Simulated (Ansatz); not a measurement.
# LiCl: the cost of one run

Program: Ansatz 0.2.0. Level of theory: DFT PBE, scalar-relativistic, plane waves, PAW. These are calculated values, not measurements.

## Step 1: Starting point

Symmetry: P6_3mc, No. 186, hexagonal system. Conventional cell: a = 3.925 Å, b = 3.925 Å, c = 6.357 Å, α = 90.00°, β = 90.00°, γ = 120.00°. Around Li (site symmetry 3m) lie 4 Cl at 2.40 Å. Cl (site symmetry 3m) is surrounded by 4 Li at 2.40 Å.

Coordinates:

```
CELL_PARAMETERS angstrom
-3.92488 0.00000 6.35716
-3.92488 0.00000 -6.35716
3.92488 -6.79810 0.00000
ATOMIC_POSITIONS crystal
Li 0.60468 0.72866 0.33333
Li 0.60468 0.72866 0.83333
Li 0.10468 0.22866 0.33333
Li 0.10468 0.22866 0.83333
Li 0.52134 0.14532 0.16667
Li 0.52134 0.14532 0.66667
Li 0.02134 0.64532 0.16667
Li 0.02134 0.64532 0.66667
Cl 0.41616 0.91717 0.33333
Cl 0.41616 0.91717 0.83333
Cl 0.91616 0.41717 0.33333
Cl 0.91616 0.41717 0.83333
Cl 0.83283 0.83384 0.16667
Cl 0.83283 0.83384 0.66667
Cl 0.33283 0.33384 0.16667
Cl 0.33283 0.33384 0.66667
```

It goes back to an entry of the Materials Project, which need not be the stable form.

The cell is taken as given, not relaxed at this level.

## Step 2: The perfect supercell on the trajectory's mesh

Input file input.yaml:

```yaml
crystal:
  lattice:
    - [-3.9248822083, 0.0, 6.357161]
    - [-3.9248822083, 0.0, -6.357161]
    - [3.9248822084, -6.7980953985, 0.0]
  atoms:
    - { symbol: Li, position: [0.6046751667, 0.7286581667, 0.3333333333] }
    - { symbol: Li, position: [0.6046751667, 0.7286581667, 0.8333333333] }
    - { symbol: Li, position: [0.1046751667, 0.2286581667, 0.3333333333] }
    - { symbol: Li, position: [0.1046751667, 0.2286581667, 0.8333333333] }
    - { symbol: Li, position: [0.5213418333, 0.1453248333, 0.1666666667] }
    - { symbol: Li, position: [0.5213418333, 0.1453248333, 0.6666666667] }
    - { symbol: Li, position: [0.0213418333, 0.6453248333, 0.1666666667] }
    - { symbol: Li, position: [0.0213418333, 0.6453248333, 0.6666666667] }
    - { symbol: Cl, position: [0.4161586667, 0.9171746667, 0.3333333333] }
    - { symbol: Cl, position: [0.4161586667, 0.9171746667, 0.8333333333] }
    - { symbol: Cl, position: [0.9161586667, 0.4171746667, 0.3333333333] }
    - { symbol: Cl, position: [0.9161586667, 0.4171746667, 0.8333333333] }
    - { symbol: Cl, position: [0.8328253333, 0.8338413333, 0.1666666667] }
    - { symbol: Cl, position: [0.8328253333, 0.8338413333, 0.6666666667] }
    - { symbol: Cl, position: [0.3328253333, 0.3338413333, 0.1666666667] }
    - { symbol: Cl, position: [0.3328253333, 0.3338413333, 0.6666666667] }
  symmetry: { detect: false }
basis:
  ecutwfc: 420
kpoints:
  mp_grid: { grid: [2, 2, 2], shift: [0.5, 0.5, 0.5] }
hamiltonian:
  xc: pbe
scf:
  occupations: { method: gaussian, width: 0.1 }
output:
  forces: true
  stress: true
  eigenvalues: true
```

The run is started by

```sh
$ ansatz run input.yaml --threads 4 --pin off --max-ram 5120MiB --backend cpu --events-out ev --progress --plain --runs-dir out
```

**Question.** How long does this run take on 4 threads of Arm Neoverse V2, shared host, and how much memory does it need?

About 1.8 s, with a peak of 0.62 GiB.
